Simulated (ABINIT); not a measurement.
# ZrN: equation of state with PW91

ZrN:

```xyz
2
Lattice="0.0000 2.3000 2.3000 2.3000 0.0000 2.3000 2.3000 2.3000 0.0000" Properties=species:S:1:pos:R:3 pbc="T T T"
Zr    2.3000    2.3000    2.3000
N     0.0000    0.0000    0.0000
```

| Quantity | Value |
| --- | --- |
| Program | ABINIT 10.8.3 (patched build) |
| Task | equation of state |
| Functional | PW91 |
| Potentials or basis | JTH PAW PBE v2.0 |
| Cutoff | 680 eV |
| k mesh | 10 × 10 × 10 |
| Occupations | fermi-dirac, width 0.05 eV |
| Spin | no spin polarisation |

```yaml
Equilibrium_volume: 12.11 Å³/atom
Bulk_modulus: 250 GPa
Pressure_derivative_of_the_bulk_modulus: 4.2
```

Energy against volume, from the lowest point:
| volume (Å³/atom) | energy (meV/atom) |
| --- | --- |
| 11.437 | 32.15 |
| 11.680 | 12.55 |
| 11.924 | 2.12 |
| 12.167 | 0.00 |
| 12.410 | 5.35 |
| 12.654 | 17.41 |
| 12.897 | 35.55 |

It took 2.3 min on 1 thread of Arm Neoverse V2 (shared host), peak memory 0.15 GiB.

Caveat: the cutoff is too short for stress, so the log's stress isn't used; pressures at fixed basis lie under the slope of the energies; the PAW data sets were made with another functional, which shifts forces and pressure a little.
